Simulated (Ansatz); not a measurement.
Input and command of a plane-wave DFT calculation in Ansatz:

```yaml
crystal:
  lattice:
    - [2.5009753125, 0.0, 0.0]
    - [-1.2504876563, 2.1659081548, 0.0]
    - [0.0, 0.0, 6.8741616654]
  atoms:
    - { symbol: B, position: [0.4671237469, 0.764608047, 0.25] }
    - { symbol: B, position: [0.6666666667, 0.3333333333, 0.75] }
    - { symbol: "N", position: [0.3333333333, 0.6666666667, 0.75] }
    - { symbol: "N", position: [0.6666666667, 0.3333333333, 0.25] }
basis:
  ecutwfc: 500
kpoints:
  mp_grid: { grid: [12, 12, 4] }
hamiltonian:
  xc: r2scan
scf:
  occupations: { method: gaussian, width: 0.05 }
output:
  forces: true
  stress: true
  eigenvalues: true
  write_density: true
  write_potential: true
  elf: true
  volumetric_format: npy
```

```bash
ansatz run input.yaml --threads 1 --pin off --max-ram 2560MiB --backend cpu --events-out ev --progress --plain --runs-dir out
```

Processor: Intel(R) Xeon(R) Platinum 8488C (Sapphire Rapids), 1 thread, on a host shared with other jobs.

Q: How long does it run, and how much memory does it take?

A: About 17 s on 1 thread of Intel(R) Xeon(R) Platinum 8488C (Sapphire Rapids), on a shared host, peak memory 0.56 GiB. It solves 12 bands at 222 k points (the mesh reduced by symmetry) with about 979 plane waves, in 7 SCF iterations.
